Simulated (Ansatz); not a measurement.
## Sb2S3 — Sb-123 nuclear quadrupole resonance

Cell: a Materials Project structure (computed, not necessarily an observed phase), taken as it stands.

Space group Pnma (No. 62); a = 11.8001, b = 3.8447, c = 11.3671 Å.

```csv
site,Wyckoff,site symmetry,x,y,z
Sb1,4c,.m.,0.8574,0.7500,0.4656
Sb5,4c,.m.,0.9669,0.2500,0.1731
S9,4c,.m.,0.8759,0.7500,0.0615
S13,4c,.m.,0.0485,0.7500,0.3792
S17,4c,.m.,0.3002,0.2500,0.1885
```

One atom of each set is listed.

Method: Kohn–Sham DFT in Ansatz, r2SCAN, plane waves and PAW, scalar-relativistic, 500 eV cutoff, Γ-centred 3×7×3 k-points, Fermi–Dirac smearing 0.02 eV.

Sb-123: I = 7/2, Q = -692.0 mb (year-2017 value). Static lattice, zero field.

Sites with a gradient: Sb1 (4 atoms; 3 S at 2.46–2.69 Å; also 2 S at 2.84 Å); Sb5 (4 atoms; 3 S at 2.52–2.54 Å; also 3 S at 3.18–3.25 Å).

**Question.** The simulated spectrum has lines at 26.3, 30.3, 43.9, 52.0, 68.2, 78.2 MHz. Sort them into the sets that belong together, and say which site each set most likely comes from.

**Answer.** For I = 7/2 and η = 0 the lines are |C_Q|/14 times 1, 2 and 3; η shifts the lowest up most. Sb1: 26.3, 52.0, 78.2 MHz (|C_Q| = 365 MHz, η = 0.05). Sb5: 30.3, 43.9, 68.2 MHz (|C_Q| = 322 MHz, η = 0.32).

The sites follow from the calculation. At Sb5 V_zz stands upright on the plane through its three neighbours (within 12°). At Sb1 V_zz points along its shortest bond, to S (within 12°). Like point charges on the first shell alone (each adding as 1/d³) would give the same order.

Without spin–orbit coupling (the program notes it for Sb) the gradients are little affected as a rule: paired runs on crystals with a gap mostly move them by under 2 % at such atoms. With these PAW files V_zz is typically within 2 to 3 % of all-electron values, but misses above 10 % occur on Sb.
